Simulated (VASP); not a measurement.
## HfC: single point with PBE

Crystal: HfC.

```xyz
4
Lattice="3.8907 0.0000 0.0000 -1.9453 3.3694 0.0000 0.0000 0.0000 6.3373" Properties=species:S:1:pos:R:3 pbc="T T T"
Hf    0.0000    2.2463    0.0000
Hf    1.9453    1.1231    3.1687
C     0.0000    2.2463    2.3448
C     1.9453    1.1231    5.5135
```

The cell was built by a generator and needn't be a form met in nature.

```json
{
 "Program": "VASP 6.6.1",
 "Task": "single point",
 "Functional": "PBE",
 "Potentials or basis": "VASP PAW PBE potentials, release 64 (Hf_pv, C)",
 "Cutoff": "520 eV",
 "k mesh": "8 × 8 × 4",
 "Occupations": "fermi-dirac, width 0.05 eV",
 "Spin": "no spin polarisation"
}
```

```json
{"Pressure": "-25.9 GPa", "Largest force": "0.468 eV/Å", "Band gap on the k mesh": "1.06 eV, indirect (least direct gap 1.22 eV)"}
```

Forces on the atoms (eV/Å):
```
Hf   0.000  0.000 -0.468
Hf   0.000  0.000 -0.468
C    0.000  0.000  0.468
C    0.000  0.000  0.468
```

Stress tensor (GPa, compression positive):
```
-24.46   0.00   0.00
  0.00 -24.46   0.00
  0.00   0.00 -28.81
```

Levels at points of the mesh, in eV from the valence-band top:
```
           k point  band 12  band 13  band 14  band 15  band 16  band 17
(0.00, 0.00, 0.00)    -1.33    -0.91    -0.91     2.30     2.30     2.54
(0.50, 0.00, 0.00)    -1.00    -0.68     0.00     1.36     1.92     3.01
(0.00, 0.00, 0.50)    -1.18    -1.18    -1.18     3.16     3.16     3.16
(0.50, 0.00, 0.50)    -0.84    -0.56    -0.56     2.31     2.31     3.53
```

Run time: 28 s on 1 thread of Intel(R) Xeon(R) 6975P-C (Granite Rapids), with other jobs on the host, peak memory 0.22 GiB.

Caveat: so large a pressure means that the cell lies far from this level's equilibrium, or that cutoff or potentials fall short; spin-orbit coupling is left out, which moves the levels of the heavy elements. A k mesh can miss the band edges.
